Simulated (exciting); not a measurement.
# W (Im-3m) in exciting: notebook

Aim: see how the results for W move with the level of theory and the settings. Levels: revPBE, BLYP. Tasks: band structure.

Everything below comes from runs of exciting (release sodium). Logs are shortened: lines on timing, memory, paths and dates and some standing lists are left out, and cuts for length are marked.

**1. The crystal as given**

The structure is cubic, space group Im-3m (No. 229). Conventional cell: a = 3.165 Å, b = 3.165 Å, c = 3.165 Å, α = 90.00°, β = 90.00°, γ = 90.00°. W (site symmetry m-3m) is surrounded by 8 W at 2.74 Å.

**2. Band structure, revPBE**

Contents of input.xml:

```xml
<input>
  <title>W</title>
  <structure speciespath="./" tshift="false">
    <crystal scale="1">
      <basevect>-2.990198684671 2.990198684671 2.990198684671</basevect>
      <basevect>2.990198684671 -2.990198684671 2.990198684671</basevect>
      <basevect>2.990198684671 2.990198684671 -2.990198684671</basevect>
    </crystal>
    <species speciesfile="W.xml" rmt="2.3">
      <atom coord="0.000000000000 0.000000000000 0.000000000000"/>
    </species>
  </structure>
  <groundstate do="fromscratch" ngridk="12 12 12" rgkmax="9" gmaxvr="14" lmaxapw="10" lmaxmat="10" lmaxvr="8" xctype="GGA_PBE_R" stype="Fermi Dirac" swidth="0.00183747" nempty="12" ValenceRelativity="iora*" epsengy="1e-05" epspot="1e-05" maxscl="60" outputlevel="normal"/>
  <properties>
    <bandstructure>
      <plot1d>
        <path steps="80">
          <point coord="0 0 0" label="G"/>
          <point coord="0.5 -0.5 0.5" label="H"/>
          <point coord="0 0 0.5" label="N"/>
          <point coord="0 0 0" label="G"/>
          <point coord="0.25 0.25 0.25" label="P"/>
          <point coord="0.5 -0.5 0.5" label="H" breakafter="true"/>
          <point coord="0.25 0.25 0.25" label="P"/>
          <point coord="0 0 0.5" label="N"/>
        </path>
      </plot1d>
    </bandstructure>
    <dos nwdos="300" winddos="-0.6 0.5" inttype="tetra" ngrdos="100" nsmdos="1"/>
    <chargedensityplot>
      <plot3d>
        <box grid="14 14 14">
          <origin coord="0 0 0"/>
          <point coord="1 0 0"/>
          <point coord="0 1 0"/>
          <point coord="0 0 1"/>
        </box>
      </plot3d>
    </chargedensityplot>
    <elfplot>
      <plot3d>
        <box grid="14 14 14">
          <origin coord="0 0 0"/>
          <point coord="1 0 0"/>
          <point coord="0 1 0"/>
          <point coord="0 0 1"/>
        </box>
      </plot3d>
    </elfplot>
    <exccplot>
      <plot3d>
        <box grid="14 14 14">
          <origin coord="0 0 0"/>
          <point coord="1 0 0"/>
          <point coord="0 1 0"/>
          <point coord="0 0 1"/>
        </box>
      </plot3d>
    </exccplot>
  </properties>
</input>
```

Potentials or basis: all-electron LAPW+lo, shipped species files, valence relativity iora*.

On the command line:

```bash
> OMP_NUM_THREADS=1 exciting_smp
```

INFO.OUT:

```text
================================================================================
EXCITING SODIUM started
[... 10 lines left out ...]

 Lattice vectors (cartesian) :
     -2.9901986847      2.9901986847      2.9901986847
      2.9901986847     -2.9901986847      2.9901986847
      2.9901986847      2.9901986847     -2.9901986847

 Reciprocal lattice vectors (cartesian) :
      0.0000000000      1.0506300701      1.0506300701
      1.0506300701      0.0000000000      1.0506300701
      1.0506300701      1.0506300701      0.0000000000

 Unit cell volume                           :     106.9449125463
 Brillouin zone volume                      :       2.3194204150

 Species :    1 (W)
     parameters loaded from                 :    W.xml
     name                                   :    tungsten
     nuclear charge                         :     -74.00000000
     electronic charge                      :      74.00000000
     atomic mass                            :  335119.81910000
     muffin-tin radius                      :       2.30000000
     # of radial points in muffin-tin       :     450

     atomic positions (lattice) :
[... 7 lines left out ...]
 Number of crystal symmetries               :      48

 k-point grid                               :      12   12   12
 Total number of k-points                   :      72
 k-point set is reduced with crystal symmetries

 R^MT_min * |G+k|_max (rgkmax)              :       9.00000000
 Species with R^MT_min                      :       1 (W)
 Maximum |G+k| for APW functions            :       3.91304348
 Maximum |G| for potential and density      :      14.00000000

 G-vector grid sizes                        :      24    24    24
 Total number of G-vectors                  :    4921

 Maximum angular momentum used for
     APW functions                          :      10
     computing H and O matrix elements      :      10
     potential and density                  :       8
     inner part of muffin-tin               :       2

 Total nuclear charge                       :     -74.00000000
 Total electronic charge                    :      74.00000000
 Total core charge                          :      46.00000000
 Total valence charge                       :      28.00000000

 Number of empty states                     :      12
 Total number of valence states             :      27

 Maximum Hamiltonian size                   :     143
 Maximum number of plane-waves              :     116
 Total number of local-orbitals             :      27

 Exchange-correlation type                  :      21
     Revised PBE, Zhang-Yang, Phys. Rev. Lett. 80, 890 (1998)
     Generalised gradient approximation (GGA)

[... 20 lines left out ...]
+ SCF iteration number :    1                                                  +
++++++++++++++++++++++++++++++++++++++++++++++++++++++++++++++++++++++++++++++++
 Total energy                               :    -16153.59198494
 _______________________________________________________________
 Fermi energy                               :         0.58961804
 Kinetic energy                             :     18223.37768424
 Coulomb energy                             :    -34051.45153897
 Exchange energy                            :      -321.00420694
 Correlation energy                         :        -4.51392328

 DOS at Fermi energy (states/Ha/cell)       :         9.42910813

 Electron charges :
     core                                   :        46.00000000
     core leakage                           :         0.00000531
     valence                                :        28.00000000
     interstitial                           :         2.81082671
     charge in muffin-tin spheres :
                  atom     1     W          :        71.18917329
     total charge in muffin-tins            :        71.18917329
     total charge                           :        74.00000000

++++++++++++++++++++++++++++++++++++++++++++++++++++++++++++++++++++++++++++++++
+ SCF iteration number :    2                                                  +
++++++++++++++++++++++++++++++++++++++++++++++++++++++++++++++++++++++++++++++++
 Total energy                               :    -16161.78946758
 _______________________________________________________________
 Fermi energy                               :         0.58183259
 Kinetic energy                             :     18218.58970512
 Coulomb energy                             :    -34054.71293756
 Exchange energy                            :      -321.15172223
 Correlation energy                         :        -4.51451291

 DOS at Fermi energy (states/Ha/cell)       :        10.01779118

 Electron charges :
     core                                   :        46.00000000
     core leakage                           :         0.00000516
     valence                                :        28.00000000
     interstitial                           :         2.76325146
     charge in muffin-tin spheres :
                  atom     1     W          :        71.23674854
     total charge in muffin-tins            :        71.23674854
     total charge                           :        74.00000000

 RMS change in effective potential (target) :  0.396530E-01  ( 0.100000E-04)
 Absolute change in total energy   (target) :   8.19748      ( 0.100000E-04)
 Charge distance                   (target) :  0.170818E-02  ( 0.100000E-04)

++++++++++++++++++++++++++++++++++++++++++++++++++++++++++++++++++++++++++++++++
+ SCF iteration number :    3                                                  +
++++++++++++++++++++++++++++++++++++++++++++++++++++++++++++++++++++++++++++++++
 Total energy                               :    -16164.93270124
 _______________________________________________________________
 Fermi energy                               :         0.57768724
 Kinetic energy                             :     18216.41550773
 Coulomb energy                             :    -34055.62900855
 Exchange energy                            :      -321.20460385
 Correlation energy                         :        -4.51459655

 DOS at Fermi energy (states/Ha/cell)       :        12.55535569

 Electron charges :
     core                                   :        46.00000000
     core leakage                           :         0.00000510
     valence                                :        28.00000000
     interstitial                           :         2.73437279
     charge in muffin-tin spheres :
                  atom     1     W          :        71.26562721
     total charge in muffin-tins            :        71.26562721
     total charge                           :        74.00000000
[... 167 lines left out ...]
++++++++++++++++++++++++++++++++++++++++++++++++++++++++++++++++++++++++++++++++
+ SCF iteration number :   10                                                  +
++++++++++++++++++++++++++++++++++++++++++++++++++++++++++++++++++++++++++++++++
 Total energy                               :    -16166.47046319
 _______________________________________________________________
 Fermi energy                               :         0.57272330
 Kinetic energy                             :     18214.67752444
 Coulomb energy                             :    -34055.41095183
 Exchange energy                            :      -321.22264302
 Correlation energy                         :        -4.51439278

 DOS at Fermi energy (states/Ha/cell)       :        17.00531946

 Electron charges :
     core                                   :        46.00000000
     core leakage                           :         0.00000507
     valence                                :        28.00000000
     interstitial                           :         2.70127435
     charge in muffin-tin spheres :
                  atom     1     W          :        71.29872565
     total charge in muffin-tins            :        71.29872565
     total charge                           :        74.00000000

 RMS change in effective potential (target) :  0.145572E-07  ( 0.100000E-04)
 Absolute change in total energy   (target) :  0.904813E-06  ( 0.100000E-04)
 Charge distance                   (target) :  0.907046E-08  ( 0.100000E-04)

++++++++++++++++++++++++++++++++++++++++++++++++++++++++++++++++++++++++++++++++
+ SCF iteration number :   11                                                  +
++++++++++++++++++++++++++++++++++++++++++++++++++++++++++++++++++++++++++++++++
 Total energy                               :    -16166.47046559
 _______________________________________________________________
 Fermi energy                               :         0.57272330
 Kinetic energy                             :     18214.67752382
 Coulomb energy                             :    -34055.41095355
 Exchange energy                            :      -321.22264308
 Correlation energy                         :        -4.51439278

 DOS at Fermi energy (states/Ha/cell)       :        17.00531405

 Electron charges :
     core                                   :        46.00000000
     core leakage                           :         0.00000507
     valence                                :        28.00000000
     interstitial                           :         2.70127437
     charge in muffin-tin spheres :
                  atom     1     W          :        71.29872563
     total charge in muffin-tins            :        71.29872563
     total charge                           :        74.00000000

 RMS change in effective potential (target) :  0.353972E-08  ( 0.100000E-04)
 Absolute change in total energy   (target) :  0.240312E-05  ( 0.100000E-04)
 Charge distance                   (target) :  0.127767E-08  ( 0.100000E-04)

++++++++++++++++++++++++++++++++++++++++++++++++++++++++++++++++++++++++++++++++
| Convergency criteria checked for the last 2 iterations                       +
| Convergence targets achieved. Performing final SCF iteration                 +
++++++++++++++++++++++++++++++++++++++++++++++++++++++++++++++++++++++++++++++++
 Total energy                               :    -16166.47046433
 _______________________________________________________________
 Fermi energy                               :         0.57272330
 Kinetic energy                             :     18214.67752452
 Coulomb energy                             :    -34055.41095302
 Exchange energy                            :      -321.22264305
 Correlation energy                         :        -4.51439278

 DOS at Fermi energy (states/Ha/cell)       :        17.00531281

 Electron charges :
     core                                   :        46.00000000
     core leakage                           :         0.00000507
     valence                                :        28.00000000
     interstitial                           :         2.70127437
     charge in muffin-tin spheres :
                  atom     1     W          :        71.29872563
     total charge in muffin-tins            :        71.29872563
     total charge                           :        74.00000000

++++++++++++++++++++++++++++++++++++++++++++++++++++++++++++++++++++++++++++++++
[... 12 lines left out ...]
| EXCITING SODIUM stopped                                                      =
================================================================================
```

It took 62 s on 1 thread of Arm Neoverse V1, shared host; peak memory 0.1 GiB.

Results:

* Free energy: -439912.0769 eV
* Band gap on the k mesh: none (metal or under the smearing width)
* All electrons inside the program's atomic spheres: W 71.30 (radii W 2.3 bohr)

Levels at the corners of the path, in eV from the Fermi level:
```
point  band 10  band 11  band 12  band 13  band 14  band 15  band 16  band 17  band 18  band 19
    Γ   -28.23   -28.15    -9.55    -1.15    -1.15    -1.15     2.35     2.35    14.63    14.63
    H   -28.20   -28.20    -5.75    -5.75     5.25     5.25     5.25     8.36     8.36     8.36
    N   -28.21   -28.19    -6.19    -3.49     0.77     2.24     3.23     6.25    11.22    11.58
    Γ   -28.23   -28.15    -9.55    -1.15    -1.15    -1.15     2.35     2.35    14.63    14.63
    P   -28.22   -28.20    -2.88    -2.88    -2.88     3.40     3.40     6.74    12.39    12.39
    H   -28.20   -28.20    -5.75    -5.75     5.25     5.25     5.25     8.36     8.36     8.36
    P   -28.22   -28.20    -2.88    -2.88    -2.88     3.40     3.40     6.74    12.39    12.39
    N   -28.21   -28.19    -6.19    -3.49     0.77     2.24     3.23     6.25    11.22    11.58
```

States per cell in windows of 1 eV (zero at the Fermi level; states under -8 eV left out):
| from (eV) | total |
| --- | --- |
| -8.0 | 0.11 |
| -7.0 | 0.29 |
| -6.0 | 0.74 |
| -5.0 | 0.90 |
| -4.0 | 1.09 |
| -3.0 | 1.25 |
| -2.0 | 1.14 |
| -1.0 | 0.38 |
| 0.0 | 0.61 |
| 1.0 | 0.97 |
| 2.0 | 1.18 |
| 3.0 | 1.45 |
| 4.0 | 0.52 |
| 5.0 | 0.33 |
| 6.0 | 0.31 |
| 7.0 | 0.32 |

Caveat: the log's total energy holds no entropy term; the free energy is that total less TS from the occupations; spin-orbit coupling is left out, which moves the levels of the heavy elements.

**3. Band structure, BLYP**

Contents of input.xml:

```xml
<input>
  <title>W</title>
  <structure speciespath="./" tshift="false">
    <crystal scale="1">
      <basevect>-2.990198684671 2.990198684671 2.990198684671</basevect>
      <basevect>2.990198684671 -2.990198684671 2.990198684671</basevect>
      <basevect>2.990198684671 2.990198684671 -2.990198684671</basevect>
    </crystal>
    <species speciesfile="W.xml" rmt="2.3">
      <atom coord="0.000000000000 0.000000000000 0.000000000000"/>
    </species>
  </structure>
  <groundstate do="fromscratch" ngridk="12 12 12" rgkmax="9" gmaxvr="14" lmaxapw="10" lmaxmat="10" lmaxvr="8" stype="Fermi Dirac" swidth="0.00183747" nempty="12" ValenceRelativity="iora*" epsengy="1e-05" epspot="1e-05" maxscl="60" outputlevel="low">
    <libxc exchange="XC_GGA_X_B88" correlation="XC_GGA_C_LYP"/>
  </groundstate>
  <properties>
    <bandstructure>
      <plot1d>
        <path steps="80">
          <point coord="0 0 0" label="G"/>
          <point coord="0.5 -0.5 0.5" label="H"/>
          <point coord="0 0 0.5" label="N"/>
          <point coord="0 0 0" label="G"/>
          <point coord="0.25 0.25 0.25" label="P"/>
          <point coord="0.5 -0.5 0.5" label="H" breakafter="true"/>
          <point coord="0.25 0.25 0.25" label="P"/>
          <point coord="0 0 0.5" label="N"/>
        </path>
      </plot1d>
    </bandstructure>
    <dos nwdos="300" winddos="-0.6 0.5" inttype="tetra" ngrdos="100" nsmdos="0"/>
  </properties>
</input>
```

Potentials or basis: all-electron LAPW+lo, shipped species files, valence relativity iora*.

On the command line:

```bash
> OMP_NUM_THREADS=1 exciting_smp
```

Wall time 40 s (1 thread of Arm Neoverse V1, shared host); peak memory 0.1 GiB.

It converged, with:

```
Free energy            : -439927.4187 eV
Band gap on the k mesh : none (metal or under the smearing width)
```

Levels at the corners of the path, in eV from the Fermi level:
```tsv
point	band 11	band 12	band 13	band 14	band 15	band 16	band 17	band 18
Γ	-28.11	-9.46	-1.30	-1.30	-1.30	2.22	2.22	14.78
H	-28.16	-5.76	-5.76	5.07	5.07	5.07	8.48	8.48
N	-28.15	-6.20	-3.59	0.98	2.08	3.05	6.07	11.06
Γ	-28.11	-9.46	-1.30	-1.30	-1.30	2.22	2.22	14.78
P	-28.16	-2.89	-2.89	-2.89	3.21	3.21	6.61	12.47
H	-28.16	-5.76	-5.76	5.07	5.07	5.07	8.48	8.48
P	-28.16	-2.89	-2.89	-2.89	3.21	3.21	6.61	12.47
N	-28.15	-6.20	-3.59	0.98	2.08	3.05	6.07	11.06
```

States per cell in windows of 1 eV (zero at the Fermi level; states under -8 eV left out):
```
from (eV)  total
     -8.0   0.11
     -7.0   0.29
     -6.0   0.75
     -5.0   0.91
     -4.0   1.17
     -3.0   1.22
     -2.0   1.10
     -1.0   0.40
      0.0   0.68
      1.0   1.03
      2.0   1.35
      3.0   1.19
      4.0   0.50
      5.0   0.31
      6.0   0.29
      7.0   0.32
```

Caveat: the log's total energy holds no entropy term; the free energy is that total less TS from the occupations; spin-orbit coupling is left out, which moves the levels of the heavy elements.
